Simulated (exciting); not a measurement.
# NiO (Fm-3m) in exciting: band structure with PBE+TS

Aim: the band structure of NiO with PBE+TS.

All numbers are computed with exciting (release sodium); they aren't measurements. Logs are shortened: lines on timing, memory, paths and dates and some standing lists are left out, and cuts for length are marked.

**1. The structure**

The structure is cubic, space group Fm-3m (No. 225). Conventional cell: a = 4.172 Å, b = 4.172 Å, c = 4.172 Å, α = 90.00°, β = 90.00°, γ = 90.00°. Around Ni (site symmetry m-3m) lie 6 O at 2.09 Å. O (site symmetry m-3m) has 6 Ni at 2.09 Å as nearest neighbours.

**2. Band structure, PBE+TS, collinear spin, ferromagnetic start**

input.xml

```xml
<input>
  <title>NiO</title>
  <structure speciespath="./" tshift="false" cartesian="true">
    <crystal scale="5.5745227313">
      <basevect>0.000000000000 0.707106781182 0.707106781182</basevect>
      <basevect>0.707106781182 0.000000000000 0.707106781182</basevect>
      <basevect>0.707106781182 0.707106781182 0.000000000000</basevect>
    </crystal>
    <species speciesfile="Ni.xml" rmt="2">
      <atom coord="0.000000000000 0.000000000000 0.000000000000" bfcmt="0 0 -8"/>
    </species>
    <species speciesfile="O.xml" rmt="1.45">
      <atom coord="3.941782825153 3.941782825153 3.941782825153" bfcmt="0 0 0"/>
    </species>
  </structure>
  <groundstate do="fromscratch" ngridk="9 9 9" rgkmax="6.5" gmaxvr="14" lmaxapw="10" lmaxmat="10" lmaxvr="8" xctype="GGA_PBE" stype="Gaussian" swidth="0.00183747" nempty="24" ValenceRelativity="iora*" epsengy="1e-05" epspot="1e-05" maxscl="90" outputlevel="normal">
    <spin reducebf="0.5"/>
  </groundstate>
  <properties>
    <bandstructure>
      <plot1d>
        <path steps="120">
          <point coord="0 0 0" label="G"/>
          <point coord="0.5 0 0.5" label="X"/>
          <point coord="0.5 0.25 0.75" label="W"/>
          <point coord="0.375 0.375 0.75" label="K"/>
          <point coord="0 0 0" label="G"/>
          <point coord="0.5 0.5 0.5" label="L"/>
          <point coord="0.625 0.25 0.625" label="U"/>
          <point coord="0.5 0.25 0.75" label="W"/>
          <point coord="0.5 0.5 0.5" label="L"/>
          <point coord="0.375 0.375 0.75" label="K" breakafter="true"/>
          <point coord="0.625 0.25 0.625" label="U"/>
          <point coord="0.5 0 0.5" label="X"/>
        </path>
      </plot1d>
    </bandstructure>
    <dos nwdos="300" winddos="-0.6 0.5" inttype="tetra" ngrdos="100" nsmdos="0"/>
    <TSvdW/>
  </properties>
</input>
```

Potentials or basis: all-electron LAPW+lo, shipped species files, valence relativity iora*.

Launch:

```console
$ OMP_NUM_THREADS=1 exciting_smp
```

INFO.OUT:

```text
================================================================================
EXCITING SODIUM started
[... 10 lines left out ...]

 Lattice vectors (cartesian) :
      0.0000000000      3.9417828252      3.9417828252
      3.9417828252      0.0000000000      3.9417828252
      3.9417828252      3.9417828252      0.0000000000

 Reciprocal lattice vectors (cartesian) :
     -0.7969979050      0.7969979050      0.7969979050
      0.7969979050     -0.7969979050      0.7969979050
      0.7969979050      0.7969979050     -0.7969979050

 Unit cell volume                           :     122.4920983378
 Brillouin zone volume                      :       2.0250303228

 Species :    1 (Ni)
     parameters loaded from                 :    Ni.xml
     name                                   :    nickel
     nuclear charge                         :     -28.00000000
     electronic charge                      :      28.00000000
     atomic mass                            :  106991.52300000
     muffin-tin radius                      :       2.00000000
     # of radial points in muffin-tin       :     350

     atomic positions (cartesian) :
       1 :   0.00000000  0.00000000  0.00000000

     magnetic fields (cartesian) :
       1 :   0.00000000  0.00000000 -8.00000000

 Species :    2 (O)
     parameters loaded from                 :    O.xml
     name                                   :    oxygen
     nuclear charge                         :      -8.00000000
     electronic charge                      :       8.00000000
     atomic mass                            :   29165.12203000
     muffin-tin radius                      :       1.45000000
     # of radial points in muffin-tin       :     250

     atomic positions (cartesian) :
       1 :   3.94178283  3.94178283  3.94178283

     magnetic fields (cartesian) :
       1 :   0.00000000  0.00000000  0.00000000

 Total number of atoms per unit cell        :       2

 Spin treatment                             :    spin-polarised
 Global magnetic field (cartesian) :        0.00000000   0.00000000   0.00000000
 collinear magnetisation in z-direction

 Number of Bravais lattice symmetries       :      48
 Number of crystal symmetries               :      48

 k-point grid                               :       9    9    9
 Total number of k-points                   :      35
 k-point set is reduced with crystal symmetries

 R^MT_min * |G+k|_max (rgkmax)              :       6.50000000
 Species with R^MT_min                      :       2 (O)
 Maximum |G+k| for APW functions            :       4.48275862
 Maximum |G| for potential and density      :      14.00000000

 G-vector grid sizes                        :      25    25    25
 Total number of G-vectors                  :    5769

 Maximum angular momentum used for
     APW functions                          :      10
     computing H and O matrix elements      :      10
     potential and density                  :       8
     inner part of muffin-tin               :       2

 Total nuclear charge                       :     -36.00000000
 Total electronic charge                    :      36.00000000
 Total core charge                          :      14.00000000
 Total valence charge                       :      22.00000000

 Number of empty states                     :      24
 Total number of valence states             :      72

 Maximum Hamiltonian size                   :     210
 Maximum number of plane-waves              :     194
 Total number of local-orbitals             :      16

 Exchange-correlation type                  :      20
     Perdew-Burke-Ernzerhof, Phys. Rev. Lett. 77, 3865 (1996)
     Generalised gradient approximation (GGA)

 Smearing scheme                            :    Gaussian
 Smearing width                             :       0.00183747

[... 17 lines left out ...]
+ SCF iteration number :    1                                                  +
++++++++++++++++++++++++++++++++++++++++++++++++++++++++++++++++++++++++++++++++
 Total energy                               :     -1598.79357577
 _______________________________________________________________
 Fermi energy                               :         0.27425107
 Kinetic energy                             :      1619.73679180
 Coulomb energy                             :     -3146.14197592
 Exchange energy                            :       -70.78304090
 Correlation energy                         :        -1.60535075
 No external B-field energy in total energy
[... 343 lines left out ...]
 Moments :
     interstitial                           :         0.03499728
     moment in muffin-tin spheres :
                  atom     1    Ni          :         0.88004624
                  atom     2     O          :         0.11968118
     total moment in muffin-tins            :         0.99972742
     total moment                           :         1.03472470

 RMS change in effective potential (target) :  0.273617E-01  ( 0.100000E-04)
 Absolute change in total energy   (target) :  0.129225      ( 0.100000E-04)
 Charge distance                   (target) :  0.638629E-03  ( 0.100000E-04)

++++++++++++++++++++++++++++++++++++++++++++++++++++++++++++++++++++++++++++++++
[... 12 further cycles ...]
+ SCF iteration number :   23                                                  +
++++++++++++++++++++++++++++++++++++++++++++++++++++++++++++++++++++++++++++++++
 Total energy                               :     -1596.04993038
 _______________________________________________________________
 Fermi energy                               :         0.29758209
 Kinetic energy                             :      1620.12971618
 Coulomb energy                             :     -3144.02074357
 Exchange energy                            :       -70.55027208
 Correlation energy                         :        -1.60863091
 No external B-field energy in total energy
[... 347 lines left out ...]
 Moments :
     interstitial                           :         0.05337693
     moment in muffin-tin spheres :
                  atom     1    Ni          :         1.42993523
                  atom     2     O          :         0.24851875
     total moment in muffin-tins            :         1.67845399
     total moment                           :         1.73183092

 RMS change in effective potential (target) :  0.236253E-07  ( 0.100000E-04)
 Absolute change in total energy   (target) :  0.317750E-05  ( 0.100000E-04)
 Charge distance                   (target) :  0.585105E-08  ( 0.100000E-04)

++++++++++++++++++++++++++++++++++++++++++++++++++++++++++++++++++++++++++++++++
| Convergency criteria checked for the last 2 iterations                       +
| Convergence targets achieved. Performing final SCF iteration                 +
++++++++++++++++++++++++++++++++++++++++++++++++++++++++++++++++++++++++++++++++
 Total energy                               :     -1596.05137912
 _______________________________________________________________
 Fermi energy                               :         0.29758757
 Kinetic energy                             :      1620.12910920
 Coulomb energy                             :     -3144.02153128
 Exchange energy                            :       -70.55032565
 Correlation energy                         :        -1.60863139
 No external B-field energy in total energy

 DOS at Fermi energy (states/Ha/cell)       :        20.68624128
[... 12 lines left out ...]
 Moments :
     interstitial                           :         0.05337693
     moment in muffin-tin spheres :
                  atom     1    Ni          :         1.42993520
                  atom     2     O          :         0.24851875
     total moment in muffin-tins            :         1.67845394
     total moment                           :         1.73183088

++++++++++++++++++++++++++++++++++++++++++++++++++++++++++++++++++++++++++++++++
[... 12 lines left out ...]
| EXCITING SODIUM stopped                                                      =
================================================================================
```

stdout:

```text
Info(bandstr):
 band structure plot written to BAND.OUT

 Fermi energy is at zero in plot

 Vertex location lines written to BANDLINES.OUT

Info(dos):

   Total density of states written to TDOS.OUT

   Fermi energy is at zero in plot

   DOS units are states/Hartree/unit cell
```

WARNINGS.OUT:

```text
Inversion symmetry is present. Consider using input%groundstate%solver%type = "inversionsymmetry"
```

Run time: 3.3 min. Hardware: 1 thread of Arm Neoverse V1, shared host; peak memory 0.14 GiB.

What came out:

```yaml
Free_energy: -43430.7715 eV
Band_gap_on_the_k_mesh: none (metal or under the smearing width)
Net_moment: 1.73 μB per cell
Site_moments: Ni +1.43; O +0.25 μB
All_electrons_inside_the_program's_atomic_spheres: Ni 26.19; O 6.65 (radii Ni 2.0, O 1.45 bohr)
Dispersion_energy_per_atom: -0.316 eV
```

Levels at the corners of the path, in eV from the Fermi level:
Spin up:
```tsv
point	band 9	band 10	band 11	band 12	band 13	band 14	band 15	band 16
Γ	-3.07	-2.68	-2.68	-2.68	1.48	17.78	19.12	19.12
X	-2.80	-2.24	-1.66	-1.66	6.06	10.54	12.28	16.58
W	-1.92	-1.92	-1.66	-1.26	8.42	10.65	10.65	13.37
K	-1.86	-1.78	-1.55	-1.18	7.72	10.29	10.48	15.78
Γ	-3.07	-2.68	-2.68	-2.68	1.48	17.78	19.12	19.12
L	-1.97	-1.44	0.29	0.29	5.54	9.95	13.94	13.94
U	-1.86	-1.78	-1.55	-1.18	7.72	10.29	10.48	15.78
W	-1.92	-1.92	-1.66	-1.26	8.42	10.65	10.65	13.37
L	-1.97	-1.44	0.29	0.29	5.54	9.95	13.94	13.94
K	-1.86	-1.78	-1.55	-1.18	7.72	10.29	10.48	15.78
U	-1.86	-1.78	-1.55	-1.18	7.72	10.29	10.48	15.78
X	-2.80	-2.24	-1.66	-1.66	6.06	10.54	12.28	16.58
```
Spin down:
| point | band 6 | band 7 | band 8 | band 9 | band 10 | band 11 | band 12 | band 13 | band 14 | band 15 |
| --- | --- | --- | --- | --- | --- | --- | --- | --- | --- | --- |
| Γ | -2.59 | -2.59 | -1.87 | -1.87 | -1.87 | -0.63 | -0.63 | 1.83 | 17.71 | 19.32 |
| X | -3.94 | -3.94 | -2.86 | -0.77 | -0.77 | -0.20 | 0.35 | 6.52 | 10.88 | 12.52 |
| W | -5.85 | -5.26 | -1.11 | -1.11 | -0.77 | 0.21 | 0.96 | 8.96 | 10.95 | 10.95 |
| K | -5.91 | -4.49 | -1.68 | -0.90 | -0.68 | 0.48 | 0.98 | 8.17 | 10.62 | 10.80 |
| Γ | -2.59 | -2.59 | -1.87 | -1.87 | -1.87 | -0.63 | -0.63 | 1.83 | 17.71 | 19.32 |
| L | -4.89 | -4.89 | -0.97 | -0.97 | -0.59 | 2.20 | 2.20 | 5.71 | 10.46 | 14.23 |
| U | -5.91 | -4.49 | -1.68 | -0.90 | -0.68 | 0.48 | 0.98 | 8.17 | 10.62 | 10.80 |
| W | -5.85 | -5.26 | -1.11 | -1.11 | -0.77 | 0.21 | 0.96 | 8.96 | 10.95 | 10.95 |
| L | -4.89 | -4.89 | -0.97 | -0.97 | -0.59 | 2.20 | 2.20 | 5.71 | 10.46 | 14.23 |
| K | -5.91 | -4.49 | -1.68 | -0.90 | -0.68 | 0.48 | 0.98 | 8.17 | 10.62 | 10.80 |
| U | -5.91 | -4.49 | -1.68 | -0.90 | -0.68 | 0.48 | 0.98 | 8.17 | 10.62 | 10.80 |
| X | -3.94 | -3.94 | -2.86 | -0.77 | -0.77 | -0.20 | 0.35 | 6.52 | 10.88 | 12.52 |

States per cell in windows of 1 eV (zero at the Fermi level; states under -8 eV left out):
```csv
from (eV),up,down
-8.0,0.63,0.24
-7.0,0.58,0.63
-6.0,1.33,0.61
-5.0,0.38,1.31
-4.0,0.11,0.20
-3.0,1.76,0.17
-2.0,2.02,1.31
-1.0,0.74,1.49
0.0,0.09,0.99
1.0,0.00,0.77
2.0,0.02,0.07
3.0,0.04,0.03
4.0,0.07,0.05
5.0,0.16,0.12
6.0,0.30,0.24
7.0,0.26,0.30
```

Caveat: the dispersion energy is computed afterwards and isn't part of the total energy; a cell with one magnetic atom can't hold antiferromagnetic order, which such compounds often take; semilocal functionals often make such compounds metallic where correlation or magnetic order opens a gap, which also shifts bond lengths.

**3. Comparison with measurements**

Step 2. The gap isn't set beside the deposited one, since this odd mesh misses points on the zone boundary.
